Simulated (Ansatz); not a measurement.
# Cu (I4/mmm) in Ansatz: a series of runs

One crystal, Cu, is run at these levels: LDA; tasks: single point, equation of state.

Everything below comes from runs of Ansatz 0.2.0. Logs are shortened: lines on timing, memory, paths and dates and some standing lists are left out, and cuts for length are marked.

### Step 1. Starting point

Symmetry: I4/mmm, No. 139, tetragonal system. The conventional cell has a = 2.886 Å, b = 2.886 Å, c = 2.752 Å, α = 90.00°, β = 90.00°, γ = 90.00°. Cu (site symmetry 4/mmm) is surrounded by 10 Cu at 2.46 to 2.75 Å.

This isn't the form of Cu at room conditions, which is fcc.

### Step 2. Single point, LDA, 10.77 Å³/atom (volume scaled by 0.94)

input.yaml

```yaml
crystal:
  lattice:
    - [-1.413340294, 1.413340294, 1.3479902729]
    - [1.413340294, -1.413340294, 1.3479902729]
    - [1.413340294, 1.413340294, -1.3479902729]
  atoms:
    - { symbol: Cu, position: [0.0, 0.0, 0.0] }
hamiltonian:
  xc: lda
  pseudopotentials: { kind: paw }
kpoints:
  mp_grid: { grid: [13, 13, 13] }
scf:
  occupations: { method: fermi_dirac, width: 0.05 }
output:
  forces: true
  stress: true
  eigenvalues: true
```

Potentials or basis: Ansatz PAW.

Launch:

```
ansatz run input.yaml --threads 2 --pin off --max-ram 5632MiB --backend cpu --events-out ev --progress --plain --runs-dir out
```

Output:

```text
Warning: RAYON_NUM_THREADS=2 ignored (pool sized by the plan → 2); use --threads N
Engine: ansatz 0.2.0, aarch64-unknown-linux-gnu
Pseudopotentials: kind: paw
Pseudopotential: Cu, paw, valence charge 19, recommended cutoff 420 eV (normal), Cu.paw.azcp
Functional definition: SPW92
  exchange = slater_x
  correlation = pw_c
Crystal: 1 atoms, lattice volume = 10.771 Å³
Basis set: ecut = 420 eV, 201 PW (Γ)
Bands: 14, of which v1, the nominal top of the filled ones, is band 10 counted from 1 (9 counted from 0)
Symmetry: 16 space group operations
Space group: I4/mmm (ITA 139), of the structure as read, at distance tolerance 2.2e-5 Å
k-points: 196 of 2197
Non-local potential: Cu, projectors of the file, l = 0: 3, l = 1: 2, l = 2: 3, l = 3: 1
PAW form: soft (Blöchl's): semilocal exchange-correlation on the pseudo side does not see the compensation charge
PAW frozen core: Cu, regenerated for the run's functional, and the local potential with it (the file was generated under x = pbe(κ = 0.804, μ = 0.2195149727645171), c = pbe(β = 0.06672455060314922))
PAW one-centre angular grid: Cu, 590 points (default); XC on 64 Gauss nodes
Initial density: superposition of atomic densities (neutral atoms: chi_scale 0, normalization atom), corrected by the library's trained network
Initial wavefunctions: pseudopotential atomic-orbital guess
Functional: x = slater, c = lda
SCF iter   1: F=—  HF=-6555.691905 eV  |F-HF|=—  |Δ(HF+E_count)|=         —  Δρ=2.33e-2  dr2=2.53e-2  ethr=1.77e-3  ⟨swp⟩=5.3  Hψ=13976  notcnv=0
preconditioner: auto → none  [metal: Δε(μ)=0.085 eV  Ē_g=18.252 eV  σ=0.050 eV  W_gap=0.38  n_scr=0 (ndim 8)  ℏωp=37.5 eV  f_vac=0.000  D(μ)=0.29/eV (n_scr^D=0)]
SCF iter   2: F=—  HF=-6555.685040 eV  |F-HF|=—  |Δ(HF+E_count)|=   6.87e-3  Δρ=2.17e-3  dr2=3.85e-4  ethr=1.33e-4  ⟨swp⟩=2.8  Hψ=6117  notcnv=0  defer=59
SCF iter   3: F=—  HF=-6555.684967 eV  |F-HF|=—  |Δ(HF+E_count)|=   7.22e-5  Δρ=1.55e-3  dr2=6.69e-5  ethr=2.02e-6  ⟨swp⟩=2.1  Hψ=3803  notcnv=0  defer=59
SCF iter   4: F=—  HF=-6555.685001 eV  |F-HF|=—  |Δ(HF+E_count)|=   3.33e-5  Δρ=3.50e-5  dr2=7.11e-8  ethr=3.52e-7  ⟨swp⟩=1.1  Hψ=2815  notcnv=0  defer=59
iter 5 did not close the SCF: its close was put off for the readings that it lacked (scf_convergence_deferred on its scf_iter line)
SCF iter   5: F=-6555.685001 eV  HF=-6555.685001 eV  |F-HF|=1.85e-10  |Δ(HF+E_count)|=   1.15e-7  Δρ=3.99e-6  dr2=2.64e-10  ethr=3.74e-10  ⟨swp⟩=2.2  Hψ=4661  notcnv=0  defer=59
SCF iter   6: F=-6555.685001 eV  HF=-6555.685001 eV  |F-HF|=5.64e-11  |Δ(HF+E_count)|=  2.56e-10  Δρ=3.50e-7  dr2=3.84e-12  ethr=1.39e-12  ⟨swp⟩=2.6  Hψ=8746  notcnv=0
SCF 1 converged in 6 iterations: F = -6555.685001 eV  dr2 = 3.84e-12
SCF converged after 6 iterations
Free energy (F): -6555.685001 eV
Harris-Foulkes:  -6555.685001 eV  (|F-HF|=5.64e-11)
Internal energy: -6555.682628 eV  (E = F + TS)
E sigma→0 (E₀):  -6555.683814 eV
Entropy (-TS):   -0.002373 eV (-2.373 meV/atom)
Fermi energy:    18.355858 eV
--- Per-component energies (eV) ---
  E_band       = -329.495287
  E_kinetic    = 301.776238
  E_local      = -3881.839898  (includes V_loc(G=0)·N_el)
  E_nonlocal   = 393.601742
  E_hartree    = 1712.109743
  E_xc         = -90.001313
  E_vxc        = -116.740399  (∫ρ·V_xc dr)
  E_paw        = -1592.450914  (= ΣΔE_a)
  E_vpaw       = -450.512887  (= ΣTr[D̂ρ^β])
  E_aug_tail   = 0.000280  (compensation charges beyond the density's cutoff)
  E_ewald      = -3399.328166
  E_core_change = 0.449660  (= ΣΔE_core)
  E_smearing   = -0.002373  (= −TS)
  E_closure    = -0.000000  (closes the sum)
  Σ components = -6555.685001   (vs F -6555.685001, Δ=0.00e0)
--- Forces (eV/Å), atoms counted from 1 ---
  atom   1  Cu     0.00000000    -0.00000000    -0.00000000
  max |Σ_I F_I| component: 4.93e-32 eV/Å
--- Stress (GPa, compression-positive) ---
        2.760328       0.000000       0.000000
        0.000000       2.760328       0.000000
        0.000000       0.000000       3.007393
  P = ⅓ Tr σ = 2.8427 GPa (28.427 kbar)
--- Band table (eV; the first three rows and the last of 196) ---
  k-point 0: bands = ["-93.5714", "-51.2973", "-51.2954", "-51.2954", "8.2623", "14.8390", "15.0606", "15.0606", "16.0452", "16.2785", "43.9743", "43.9743", "45.2651", "48.1943"]
  k-point 1: bands = ["-93.5701", "-51.3048", "-51.3003", "-51.2951", "8.4986", "14.8426", "15.0173", "15.1583", "15.9965", "16.2737", "41.3911", "43.7935", "44.7634", "46.4810"]
  k-point 2: bands = ["-93.5663", "-51.3309", "-51.3088", "-51.2944", "9.1892", "14.8367", "14.8983", "15.4361", "15.8959", "16.2622", "37.2441", "42.4673", "43.8383", "44.2883"]
  k-point 195: bands = ["-93.5288", "-51.4213", "-51.4202", "-51.4070", "13.2120", "13.2671", "16.7470", "16.7846", "16.7854", "25.3692", "26.4973", "28.3967", "32.6815", "33.6336"]
```

It took 1 s on 2 threads of Arm Neoverse V2, shared host; peak memory 0.28 GiB.

What came out:

```yaml
Free_energy: -6555.6850 eV
Pressure: 2.8 GPa
Band_gap_on_the_k_mesh: none (metal or under the smearing width)
```

Caveat: the PAW data sets come from PBE, with cores solved anew for the run's functional, which leaves a small shift of forces and pressure.

### Step 3. Single point, LDA, 11.00 Å³/atom (volume scaled by 0.96)

input.yaml: that of step 2 with these lines changed.

```diff
@@ -2,5 +2,5 @@
   lattice:
-    - [-1.413340294, 1.413340294, 1.3479902729]
-    - [1.413340294, -1.413340294, 1.3479902729]
-    - [1.413340294, 1.413340294, -1.3479902729]
+    - [-1.4232937226, 1.4232937226, 1.3574834749]
+    - [1.4232937226, -1.4232937226, 1.3574834749]
+    - [1.4232937226, 1.4232937226, -1.3574834749]
   atoms:
```

Potentials or basis: Ansatz PAW.

Launch:

```
ansatz run input.yaml --threads 2 --pin off --max-ram 5632MiB --backend cpu --events-out ev --progress --plain --runs-dir out
```

Wall time 1 s (2 threads of Arm Neoverse V2, shared host); peak memory 0.28 GiB.

The run converged. Its results:

| Property | Result |
| --- | --- |
| Free energy | -6555.6861 eV |
| Pressure | -1.2 GPa |
| Band gap on the k mesh | none (metal or under the smearing width) |

Caveat: the PAW data sets come from PBE, with cores solved anew for the run's functional, which leaves a small shift of forces and pressure.

### Step 4. Single point, LDA, 11.23 Å³/atom (volume scaled by 0.98)

input.yaml: that of step 3 with these lines changed.

```diff
@@ -2,5 +2,5 @@
   lattice:
-    - [-1.4232937226, 1.4232937226, 1.3574834749]
-    - [1.4232937226, -1.4232937226, 1.3574834749]
-    - [1.4232937226, 1.4232937226, -1.3574834749]
+    - [-1.4331098516, 1.4331098516, 1.3668457257]
+    - [1.4331098516, -1.4331098516, 1.3668457257]
+    - [1.4331098516, 1.4331098516, -1.3668457257]
   atoms:
```

Launch:

```
ansatz run input.yaml --threads 2 --pin off --max-ram 5632MiB --backend cpu --events-out ev --progress --plain --runs-dir out
```

Run time: 1.1 s. Hardware: 2 threads of Arm Neoverse V2, shared host; peak memory 0.28 GiB.

Results (log left out):

* Free energy: -6555.6819 eV
* Pressure: -4.7 GPa
* Band gap on the k mesh: none (metal or under the smearing width)

Caveat: the PAW data sets come from PBE, with cores solved anew for the run's functional, which leaves a small shift of forces and pressure.

### Step 5. Single point, LDA, 11.46 Å³/atom

input.yaml: that of step 4 with these lines changed.

```diff
@@ -2,5 +2,5 @@
   lattice:
-    - [-1.4331098516, 1.4331098516, 1.3668457257]
-    - [1.4331098516, -1.4331098516, 1.3668457257]
-    - [1.4331098516, 1.4331098516, -1.3668457257]
+    - [-1.44279332, 1.44279332, 1.37608145]
+    - [1.44279332, -1.44279332, 1.37608145]
+    - [1.44279332, 1.44279332, -1.37608145]
   atoms:
```

Launch:

```
ansatz run input.yaml --threads 2 --pin off --max-ram 5632MiB --backend cpu --events-out ev --progress --plain --runs-dir out
```

Run time: 1.1 s. Hardware: 2 threads of Arm Neoverse V2, shared host; peak memory 0.28 GiB.

Results (log left out):

```yaml
Free_energy: -6555.6730 eV
Pressure: -7.8 GPa
Band_gap_on_the_k_mesh: none (metal or under the smearing width)
```

Caveat: the PAW data sets come from PBE, with cores solved anew for the run's functional, which leaves a small shift of forces and pressure.

### Step 6. Single point, LDA, 11.69 Å³/atom (volume scaled by 1.02)

input.yaml

```yaml
crystal:
  lattice:
    - [-1.4523485211, 1.4523485211, 1.3851948378]
    - [1.4523485211, -1.4523485211, 1.3851948378]
    - [1.4523485211, 1.4523485211, -1.3851948378]
  atoms:
    - { symbol: Cu, position: [0.0, 0.0, 0.0] }
hamiltonian:
  xc: lda
  pseudopotentials: { kind: paw }
kpoints:
  mp_grid: { grid: [13, 13, 13] }
scf:
  occupations: { method: fermi_dirac, width: 0.05 }
output:
  forces: true
  stress: true
  eigenvalues: true
  write_density: true
  write_potential: true
  elf: true
  volumetric_format: npy
```

Potentials or basis: Ansatz PAW.

Launch:

```
ansatz run input.yaml --threads 2 --pin off --max-ram 5632MiB --backend cpu --events-out ev --progress --plain --runs-dir out
```

Run time: 1.4 s. Hardware: 2 threads of Arm Neoverse V2, shared host; peak memory 0.29 GiB.

The run converged. Its results:

| Property | Result |
| --- | --- |
| Free energy | -6555.6598 eV |
| Pressure | -10.5 GPa |
| Band gap on the k mesh | none (metal or under the smearing width) |

Caveat: the PAW data sets come from PBE, with cores solved anew for the run's functional, which leaves a small shift of forces and pressure.

### Step 7. Single point, LDA, 11.92 Å³/atom (volume scaled by 1.04)

input.yaml

```yaml
crystal:
  lattice:
    - [-1.4617796199, 1.4617796199, 1.3941898615]
    - [1.4617796199, -1.4617796199, 1.3941898615]
    - [1.4617796199, 1.4617796199, -1.3941898615]
  atoms:
    - { symbol: Cu, position: [0.0, 0.0, 0.0] }
hamiltonian:
  xc: lda
  pseudopotentials: { kind: paw }
kpoints:
  mp_grid: { grid: [13, 13, 13] }
scf:
  occupations: { method: fermi_dirac, width: 0.05 }
output:
  forces: true
  stress: true
  eigenvalues: true
```

Launch:

```
ansatz run input.yaml --threads 2 --pin off --max-ram 5632MiB --backend cpu --events-out ev --progress --plain --runs-dir out
```

Wall time 1.1 s (2 threads of Arm Neoverse V2, shared host); peak memory 0.29 GiB.

The run converged. Its results:

* Free energy: -6555.6430 eV
* Pressure: -12.9 GPa
* Band gap on the k mesh: none (metal or under the smearing width)

Caveat: the PAW data sets come from PBE, with cores solved anew for the run's functional, which leaves a small shift of forces and pressure.

### Step 8. Single point, LDA, 12.15 Å³/atom (volume scaled by 1.06)

input.yaml: that of step 7 with these lines changed.

```diff
@@ -2,5 +2,5 @@
   lattice:
-    - [-1.4617796199, 1.4617796199, 1.3941898615]
-    - [1.4617796199, -1.4617796199, 1.3941898615]
-    - [1.4617796199, 1.4617796199, -1.3941898615]
+    - [-1.4710905692, 1.4710905692, 1.4030702911]
+    - [1.4710905692, -1.4710905692, 1.4030702911]
+    - [1.4710905692, 1.4710905692, -1.4030702911]
   atoms:
```

Launch:

```
ansatz run input.yaml --threads 2 --pin off --max-ram 5632MiB --backend cpu --events-out ev --progress --plain --runs-dir out
```

Run time: 1.1 s. Hardware: 2 threads of Arm Neoverse V2, shared host; peak memory 0.29 GiB.

Results (log left out):

```
Free energy            : -6555.6230 eV
Pressure               : -15.0 GPa
Band gap on the k mesh : none (metal or under the smearing width)
```

Caveat: the PAW data sets come from PBE, with cores solved anew for the run's functional, which leaves a small shift of forces and pressure.

### Step 9. Equation of state, LDA

Potentials or basis: Ansatz PAW.

This step only gathers the single runs of the series.

What came out:

```
Equilibrium volume                        : 10.93 Å³/atom
Bulk modulus at fixed shape and positions : 186 GPa
Pressure derivative of the bulk modulus   : 5.1
```

Energy against volume, from the lowest point:
```
volume (Å³/atom)  energy (meV/atom)
          10.771               1.14
          11.000               0.00
          11.229               4.23
          11.458              13.19
          11.687              26.31
          11.916              43.09
          12.146              63.10
```

Caveat: the cell was scaled at fixed shape and fractional positions, which overstates the stiffness of a crystal with free parameters, most of all of layers and chains.
